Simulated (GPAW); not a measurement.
Cr, 1 atom in the cell. Symmetry: Im-3m, No. 229, cubic system. The conventional cell has a = 2.969 Å, b = 2.969 Å, c = 2.969 Å, α = 90.00°, β = 90.00°, γ = 90.00°. Around Cr (site symmetry m-3m) lie 8 Cr at 2.57 Å. 

* Program: GPAW 26.7.0
* Task: RPA correlation energy
* Functional: PBE
* Potentials or basis: GPAW PAW data sets (gpaw-data 1.2.1), newer versions
* Cutoff: 400 eV
* Basis: pw
* k mesh: 6 × 6 × 6
* Occupations: fermi-dirac, width 0.05 eV
* Spin: collinear spin, ferromagnetic start
* Starting moments: [4.0] μB
* Response ecut: 250 eV
* Kernel: RPA
* Over volumes: no
* N frequencies: 12
* Maxiter: 150
* Skip gamma: yes
* Response ecuts: [160.0, 200.0, 250] eV
* Data set: Cr v3

Potentials or basis: GPAW PAW data sets (gpaw-data 1.2.1), newer versions, pw.

Command:

```bash
$ OMP_NUM_THREADS=1 python run.py
```

Hardware: 1 thread of Arm Neoverse V2, on a shared host.

How long does it take, and how much memory?

It took 3.4 min on 1 thread of Arm Neoverse V2, with other jobs on the host, peak memory 0.25 GiB. Counts: scf iterations 17.
